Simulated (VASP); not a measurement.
# A VASP 6.6.1 single-point calculation on CO₂

INCAR

```
NELM = 50
ISIF = 2
IBRION = -1
LWAVE = .FALSE.
ENCUT = 520
GGA = PE
LCHARG = .FALSE.
EDIFF = 1E-7
PREC = Accurate
NBANDS = 25
LREAL = .FALSE.
SIGMA = 0.02
NSW = 0
NELECT = 32.1
LASPH = .TRUE.
ISMEAR = -1
```

KPOINTS

```
KPOINTS created by Atomic Simulation Environment
0
Gamma
6 6 6
0 0 0
```

POSCAR

```
C  O
 1.0000000000000000
     3.9833489786000000    0.0000000000000000    0.0000000000000000
     0.0000000000000000    3.9833489786000000    0.0000000000000000
     0.0000000000000000    0.0000000000000000    4.8225714796999997
 C   O
   2   4
Cartesian
  1.9916744892999998  1.9916744892999998  2.4112857398499994
  0.0000000000000000  0.0000000000000000  0.0000000000000000
  1.1712905730379513  2.8120584055620488  2.4112857398499994
  2.8120584055620488  1.1712905730379513  2.4112857398499994
  0.8203839162620487  0.8203839162620485  0.0000000000000000
  3.1629650623379506  3.1629650623379506  0.0000000000000000
```

The recommended PBE PAW datasets give the neutral cell 32 valence electrons.

Command

```
mpirun -np 1 vasp_std
```

OSZICAR

```
N       E                     dE             d eps       ncg     rms          rms(c)
DAV:   1     0.161631359262E+03    0.16163E+03   -0.17078E+04  2000   0.119E+03
DAV:   2    -0.386680819218E+02   -0.20030E+03   -0.19138E+03  2699   0.277E+02
DAV:   3    -0.486374891330E+02   -0.99694E+01   -0.99174E+01  2345   0.627E+01
DAV:   4    -0.487169493313E+02   -0.79460E-01   -0.79370E-01  2555   0.644E+00
DAV:   5    -0.487178786536E+02   -0.92932E-03   -0.92911E-03  2512   0.677E-01    0.137E+01
DAV:   6    -0.456170376602E+02    0.31008E+01   -0.77651E+00  2395   0.200E+01    0.627E+00
DAV:   7    -0.454165153422E+02    0.20052E+00   -0.41412E-01  2464   0.458E+00    0.344E+00
DAV:   8    -0.453634082659E+02    0.53107E-01   -0.26726E-01  2458   0.325E+00    0.795E-01
DAV:   9    -0.453578839233E+02    0.55243E-02   -0.19953E-02  2462   0.102E+00    0.322E-01
DAV:  10    -0.453582058427E+02   -0.32192E-03   -0.39866E-03  2528   0.418E-01    0.526E-02
DAV:  11    -0.453583336451E+02   -0.12780E-03   -0.92517E-05  2341   0.720E-02    0.196E-02
DAV:  12    -0.453583592296E+02   -0.25585E-04   -0.21706E-05  2480   0.325E-02    0.280E-03
DAV:  13    -0.453583600040E+02   -0.77434E-06   -0.10404E-06  2436   0.690E-03    0.135E-03
DAV:  14    -0.453583598706E+02    0.13335E-06   -0.87468E-08  1891   0.240E-03    0.228E-04
DAV:  15    -0.453583598590E+02    0.11662E-07   -0.29613E-08  1599   0.112E-03
   1 F= -.45358360E+02 E0= -.45357829E+02  d E =-.106152E-02
```

Standard output (part)

```
POSCAR found type information on POSCAR C O
 POSCAR found :  2 types and       6 ions
 LDA part: xc-table for (Slater+PW92), standard interpolation
 POSCAR, INCAR and KPOINTS ok, starting setup
 WAVECAR not read
 entering main loop
 the old and the new charge density differ
    0.137E+01
```

From OUTCAR

```
k-points           NKPTS =     40   k-points in BZ     NKDIM =     40   number of bands    NBANDS=     25

   NELECT =      32.1000    total number of electrons

   dimension x,y,z NGX =    30 NGY =   30 NGZ =   36
   dimension x,y,z NGXF=    60 NGYF=   60 NGZF=   72

  energy-cutoff  :      520.00
  volume of cell :       76.52
      direct lattice vectors                 reciprocal lattice vectors
     3.983348979  0.000000000  0.000000000     0.251045039  0.000000000  0.000000000
     0.000000000  3.983348979  0.000000000     0.000000000  0.251045039  0.000000000
     0.000000000  0.000000000  4.822571480     0.000000000  0.000000000  0.207358254

 k-points in reciprocal lattice and weights: KPOINTS created by Atomic Simulation Env
   0.00000000  0.00000000  0.00000000       0.005
   0.16666667  0.00000000  0.00000000       0.019
   0.33333333  0.00000000  0.00000000       0.019
   0.50000000  0.00000000  0.00000000       0.009
   0.16666667  0.16666667  0.00000000       0.019
   0.33333333  0.16666667  0.00000000       0.037
   0.50000000  0.16666667  0.00000000       0.019
   0.33333333  0.33333333  0.00000000       0.019
   ...

 E-fermi :   4.6420

 k-point     1 :       0.0000    0.0000    0.0000
  band No.  band energies     occupation
      1     -23.5996      2.00000
      2     -23.2522      2.00000
      3     -22.2787      2.00000
      4     -22.2787      2.00000
      5      -8.2342      2.00000
      6      -7.8616      2.00000
      7      -7.7276      2.00000
      8      -6.7453      2.00000
      9      -6.7453      2.00000
     10      -6.0417      2.00000
     11      -6.0417      2.00000
     12      -6.0073      2.00000
     13      -4.2045      2.00000
     14      -3.3822      2.00000
     15      -3.0448      2.00000
     16      -3.0448      2.00000
     17       4.1085      2.00000
     18       4.8711      0.00002
     19       5.2655      0.00000
     20       5.2655      0.00000
     21       6.7282      0.00000
     22       8.0588      0.00000
     23      11.9320      0.00000
     24      12.8330      0.00000
     25      13.6808      0.00000

 k-point     2 :       0.1667    0.0000    0.0000
  band No.  band energies     occupation
      1     -23.5618      2.00000
      2     -23.2552      2.00000
      3     -22.2983      2.00000
      4     -22.2925      2.00000
      5      -8.1698      2.00000
      6      -7.8911      2.00000
      7      -7.6193      2.00000
      8      -6.9323      2.00000
      9      -6.7349      2.00000
     10      -6.2402      2.00000
     11      -6.1239      2.00000
     12      -6.1094      2.00000
     13      -3.9457      2.00000
     14      -3.2587      2.00000
     15      -3.0644      2.00000
     16      -3.0506      2.00000
     17       4.4971      1.99858
     18       4.9890      0.00000
     19       5.3387      0.00000
     20       5.3427      0.00000
     21       6.5723      0.00000
     22       8.3378      0.00000
     23      11.4095      0.00000
     24      12.7967      0.00000
     25      13.5673      0.00000

 ...

  Total        6.2236119      6.2236119      2.0817927     -0.0000000      0.0000000      0.0000000
  in kB      130.3099854    130.3099854     43.5885761     -0.0000000      0.0000000      0.0000000
  external PRESSURE =     101.4028490 kB  Pullay stress =       0.0000000 kB

 POSITION                                       TOTAL-FORCE (eV/Angst)
 -----------------------------------------------------------------------------------
      1.99167      1.99167      2.41129        -0.000000      0.000000     -0.000000
      0.00000      0.00000      0.00000        -0.000000      0.000000     -0.000000
      1.17129      2.81206      2.41129        -1.143903      1.143903     -0.000000
      2.81206      1.17129      2.41129         1.143903     -1.143903      0.000000
      0.82038      0.82038      0.00000         1.143903      1.143903     -0.000000
      3.16297      3.16297      0.00000        -1.143903     -1.143903      0.000000
 -----------------------------------------------------------------------------------
    total drift:                               -0.000000      0.000000      0.000000

  FREE ENERGIE OF THE ION-ELECTRON SYSTEM (eV)
  ---------------------------------------------------
  free  energy   TOTEN  =       -45.3583598590 eV

  energy  without entropy=      -45.3572983341  energy(sigma->0) =      -45.35782910
```

It converged. Results: pressure 10.1 GPa; largest force 1.62 eV/Å.

The cell is charged and sits in a uniform background.

For comparison, a separate PBE run of the intended cell, on usual settings and not on those above, gives a gap of 6.52 eV on its mesh and a pressure of 7.9 GPa.

The run above took about 64 s on one core of a shared host (Intel Xeon Platinum 8488C) and held 0.19 GiB at most.
